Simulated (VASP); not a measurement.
# In (P6_3/mmc) in VASP: notebook

One crystal, In, is run at these levels: PBE; tasks: single point, relaxation of cell and atoms.

Program: VASP 6.6.1. These are calculated values, not measurements. Logs are shortened: lines on timing, memory, paths and dates and some standing lists are left out, and cuts for length are marked.

**1. Starting point**

The structure is hexagonal, space group P6_3/mmc (No. 194). Conventional cell: a = 3.289 Å, b = 3.289 Å, c = 5.978 Å, α = 90.00°, β = 90.00°, γ = 120.00°. In (site symmetry -6m2) has 12 In at 3.29 to 3.54 Å as nearest neighbours.

The cell was built by a generator and needn't be a form met in nature.

**2. Single point, PBE**

Contents of INCAR:

```
SYSTEM = In
PREC = Accurate
ENCUT = 520
EDIFF = 1E-6
ISMEAR = 0
SIGMA = 0.05
LREAL = .FALSE.
LASPH = .TRUE.
NELM = 80
ALGO = Normal
ISIF = 2
LWAVE = .FALSE.
LCHARG = .FALSE.
GGA = PE
NBANDS = 20
```

Contents of KPOINTS:

```
regular mesh
0
G
  8 8 4
  0 0 0
```

Contents of POSCAR:

```
In
1.0
    3.2894905452      0.0000000000      0.0000000000
   -1.6447452726      2.8487823777      0.0000000000
    0.0000000000      0.0000000000      5.9776011851
In
2
Direct
    0.3333333333      0.6666666667      0.7500000000
    0.6666666667      0.3333333333      0.2500000000
```

Potentials or basis: VASP PAW PBE potentials, release 64 (In_d).

The run is started by

```bash
> cat potpaw_PBE.64/In_d/POTCAR > POTCAR
> mpirun -np 1 vasp_std > vasp.out
```

OUTCAR:

```text
SYSTEM = In
   PREC = Accurate
   ENCUT = 520
   EDIFF = 1E-6
   ISMEAR = 0
   LREAL = .FALSE.
   LASPH = .TRUE.
   NELM = 80
   ISIF = 2
   GGA = PE

 ion  position               nearest neighbor table
   1  0.333  0.667  0.750-   2 3.54   2 3.54   2 3.54   2 3.54   2 3.54   2 3.54
   2  0.667  0.333  0.250-   1 3.54   1 3.54   1 3.54   1 3.54   1 3.54   1 3.54

  LATTYP: Found a hexagonal cell.
 ALAT       =     3.2894905452
 C/A-ratio  =     1.8171814459

  Lattice vectors:

 A1 = (   3.2894905452,   0.0000000000,   0.0000000000)
 A2 = (  -1.6447452726,   2.8487823777,   0.0000000000)
 A3 = (   0.0000000000,   0.0000000000,   5.9776011851)

Analysis of symmetry for initial positions (statically):
=====================================================================
 Subroutine PRICEL returns:
 Original cell was already a primitive cell.

 Routine SETGRP: Setting up the symmetry group for a
 hexagonal supercell.

 Subroutine GETGRP returns: Found 24 space group operations
 (whereof 12 operations were pure point group operations)
 out of a pool of 24 trial point group operations.

The static configuration has the point symmetry D_3d.
 The point group associated with its full space group is D_6h.

Analysis of symmetry for dynamics (positions and initial velocities):
=====================================================================
 Subroutine PRICEL returns:
 Original cell was already a primitive cell.

 Routine SETGRP: Setting up the symmetry group for a
 hexagonal supercell.

 Subroutine GETGRP returns: Found 24 space group operations
 (whereof 12 operations were pure point group operations)
 out of a pool of 24 trial point group operations.

The dynamic configuration has the point symmetry D_3d.
 The point group associated with its full space group is D_6h.

 Subroutine INISYM returns: Found 24 space group operations
 (whereof 12 operations are pure point group operations),
 and found     1 'primitive' translations

----------------------------------------------------------------------------------------

                                     Primitive cell

  volume of cell :      56.0164

  direct lattice vectors                    reciprocal lattice vectors
     3.289490545  0.000000000  0.000000000     0.303998442  0.175513582  0.000000000
    -1.644745273  2.848782378  0.000000000     0.000000000  0.351027164  0.000000000
     0.000000000  0.000000000  5.977601185     0.000000000  0.000000000  0.167291187

[... 81 lines left out ...]
   ENCUT  =  520.0 eV  38.22 Ry    6.18 a.u.   6.12  6.12 11.11*2*pi/ulx,y,z
   NELM   =     80;   NELMIN=  2; NELMDL= -5     # of ELM steps
   EDIFF  = 0.1E-05   stopping-criterion for ELM
   LREAL  =      F    real-space projection
   EDIFFG = 0.1E-04   stopping-criterion for IOM
   NSW    =      0    number of steps for IOM
   IBRION =     -1    ionic relax: 0-MD 1-quasi-New 2-CG
   NFREE  =      0    steps in history (QN), initial steepest desc. (CG)
   ISIF   =      2    stress and relaxation
   ISYM   =      2    0-nonsym 1-usesym 2-fastsym
   POTIM  = 0.5000    time-step for ionic-motion
   TEBEG  =    0.0;   TEEND  =   0.0 temperature during run
   PSTRESS=    0.0 pullay stress
   NELECT =      26.0000    total number of electrons
   NUPDOWN=      -1.0000    fix difference up-down
   EMIN   =  10.00;   EMAX   =-10.00  energy-range for DOS
   EFERMI =   0.00;   METHOD = LEGACY
   ISMEAR =     0;   SIGMA  =   0.05  broadening in eV -4-tet -1-fermi 0-gaus
   EFERMI_NEDOS =   21; number of points for ismear=-14 and -15
   IALGO  =     38    algorithm
   IMIX   =      4    mixing-type and parameters
     AMIX     =   0.40;   BMIX     =  1.00
     AMIX_MAG =   1.60;   BMIX_MAG =  1.00
  volume/ion in A,a.u.               =      28.01       189.01
  Fermi-wavevector in a.u.,A,eV,Ry     =   1.267538  2.395300 21.859836  1.606653
  Thomas-Fermi vector in A             =   2.400681
   LORBIT       =      0    0 simple, 1 ext, 2 COOP (PROOUT), +10 PAW based schemes
   GGA     = PE    functional components
   LHFCALC =     F    Hartree Fock is set to
   AEXX    =    0.0000 exact exchange contribution
   IVDW    =     0    specifies the selected vdW correction
   LEPSILON=     F    determine dielectric tensor
   LRPA    =     F    only Hartree local field effects (RPA)
 non-spin polarized calculation
 Gauss-broadening in eV      SIGMA  =   0.05
  energy-cutoff  :      520.00
  volume of cell :       56.02
 maximum number of plane-waves:      1524
   NGX = 13   NGY = 13   NGZ = 23

 number of electron      26.0000026 magnetization

 Free energy of the ion-electron system (eV)
  ---------------------------------------------------
  ext. energy  EPLUGINS =         0.00000000
  ---------------------------------------------------
  free energy    TOTEN  =        -5.06847810 eV

  energy without entropy =       -5.06460521  energy(sigma->0) =       -5.06654165

 E-fermi :   6.8058     XC(G=0):  -9.9247

 val. band max:        6.7927714836   @ k =   0.3750   0.0000   0.5000
 cond. band min:       6.8084493440   @ k =   0.3750   0.1250   0.2500
 fundamental gap:      0.0156778604
 Fermi energy:         6.8057793067

 k-point     1 :       0.0000    0.0000    0.0000
  band No.  band energies     occupation
      1      -7.8743      2.00000
      2      -7.8714      2.00000
      3      -7.7965      2.00000
      4      -7.7965      2.00000
      5      -7.7816      2.00000
      6      -7.7816      2.00000
[... 541 lines left out ...]
     19      15.7722      0.00000
     20      15.7722      0.00000

 [... further k-points ...]

------------------------ aborting loop because EDIFF is reached ----------------------------------------

  FORCE on cell =-STRESS in cart. coord.  units (eV):
  Direction    XX          YY          ZZ          XY          YZ          ZX
  --------------------------------------------------------------------------------------
  -------------------------------------------------------------------------------------
  Total       -0.0307900     -0.0307900      0.0317078      0.0000000     -0.0000000      0.0000000
  in kB       -0.8806546     -0.8806546      0.9069043      0.0000000     -0.0000000      0.0000000
  external PRESSURE =      -0.2848017 kB  Pullay stress =       0.0000000 kB

 VOLUME and BASIS-vectors are now :
 -----------------------------------------------------------------------------
  energy-cutoff  :      520.00
  volume of cell :       56.02
      direct lattice vectors                 reciprocal lattice vectors
     3.289490545  0.000000000  0.000000000     0.303998442  0.175513582  0.000000000
    -1.644745273  2.848782378  0.000000000     0.000000000  0.351027164  0.000000000
     0.000000000  0.000000000  5.977601185     0.000000000  0.000000000  0.167291187

 POSITION                                       TOTAL-FORCE (eV/Angst)
 -----------------------------------------------------------------------------------
     -0.00000      1.89919      4.48320         0.000000     -0.000000      0.000000
      1.64475      0.94959      1.49440        -0.000000      0.000000      0.000000
 -----------------------------------------------------------------------------------
    total drift:                                0.000000     -0.000000      0.000000

  FREE ENERGIE OF THE ION-ELECTRON SYSTEM (eV)
  ---------------------------------------------------
  free  energy   TOTEN  =        -5.0684780996 eV

  energy  without entropy=       -5.0646052068  energy(sigma->0) =       -5.06654165
```

It took 32 s on 1 thread of Intel Xeon Platinum 8488C (Sapphire Rapids), shared host; peak memory 0.17 GiB.

What came out:

- Free energy: -5.0685 eV
- Pressure: 0.0 GPa
- Band gap on the k mesh: none (metal or under the smearing width)

**3. Relaxation of cell and atoms, PBE**

This run uses another cell than the first one, of 26.16 Å³/atom, 0.934 times its volume.

Contents of INCAR:

```
SYSTEM = In
PREC = Accurate ; ENCUT = 600
EDIFF = 1E-6 ; ISMEAR = 0
SIGMA = 0.05 ; LREAL = .FALSE.
LASPH = .TRUE. ; NELM = 60
ALGO = Normal ; ISIF = 3
LWAVE = .FALSE. ; LCHARG = .FALSE.
GGA = PE ; IBRION = 2
NSW = 80 ; EDIFFG = -0.03
```

KPOINTS is that of step 2.

Contents of POSCAR:

```
In
1.0
    3.3318057898      0.0000000000      0.0000000000
   -1.6659028949      2.8854284544      0.0000000000
    0.0000000000      0.0000000000      5.4419494566
In
2
Direct
    0.3333333333      0.6666666667      0.7500000000
    0.6666666667      0.3333333333      0.2500000000
```

Potentials or basis: VASP PAW PBE potentials, release 64 (In_d).

The run is started by

```bash
> cat potpaw_PBE.64/In_d/POTCAR > POTCAR
> mpirun -np 1 vasp_std > vasp.out
```

Run time: 6.4 min. Hardware: 1 thread of Intel Xeon Platinum 8488C (Sapphire Rapids), shared host; peak memory 0.2 GiB.

Results (log left out):

```yaml
Free_energy: -5.0672 eV
Relaxed_volume: 28.06 Å³/atom
Relaxed_cell: a = 3.287 Å, b = 3.287 Å, c = 5.999 Å, α = 90.00°, β = 90.00°, γ = 120.00°
Space_group_after_relaxing_to_0.05_Å: P6_3/mmc (No. 194)
Energy_gained_by_relaxing: 35.3 meV/atom
Ionic_steps: 14
Pressure_after_relaxing: 0.0 GPa
Band_gap_on_the_k_mesh: none (metal or under the smearing width)
```

Stress tensor (GPa, compression positive):
```
 0.00  0.00  0.00
 0.00  0.00  0.00
 0.00  0.00 -0.14
```

The path:
```tsv
step	energy change (eV)	largest force (eV/Å)	pressure (GPa)	volume (Å³)
1	0.0000	0.0000	2.23	52.32
2	-0.0208	0.0000	0.26	55.12
3	-0.0212	0.0000	-0.12	55.66
4	-0.0212	0.0000	0.00	55.51
5	-0.0212	0.0000	-0.03	55.58
6	-0.0219	0.0000	-0.08	55.63
7	-0.0238	0.0000	-0.23	55.70
8	-0.0333	0.0000	-0.40	55.85
9	-0.0549	0.0000	-0.24	56.10
10	-0.0639	0.0000	0.04	56.47
11	-0.0704	0.0000	-0.19	56.35
12	-0.0704	0.0000	-0.21	56.34
13	-0.0673	0.0000	0.75	55.08
14	-0.0705	0.0000	-0.05	56.12
```

Final structure:
```xyz
2
Lattice="3.2865 0.0000 0.0000 -1.6433 2.8462 0.0000 0.0000 0.0000 5.9995" Properties=species:S:1:pos:R:3 pbc="T T T"
In    0.0000    1.8975    4.4996
In    1.6433    0.9487    1.4999
```

Levels at points of the mesh, in eV from the Fermi level:
| k point | band 11 | band 12 | band 13 | band 14 | band 15 | band 16 |
| --- | --- | --- | --- | --- | --- | --- |
| (0.00, 0.00, 0.00) | -9.13 | -5.41 | -3.41 | 7.54 | 9.26 | 9.26 |
| (0.50, 0.00, 0.00) | -4.32 | -3.70 | -0.61 | -0.37 | 0.97 | 2.75 |
| (0.00, 0.00, 0.50) | -8.02 | -8.02 | 1.42 | 1.42 | 10.03 | 10.03 |
| (0.50, 0.00, 0.50) | -3.31 | -3.31 | -2.47 | -2.47 | 4.96 | 4.96 |
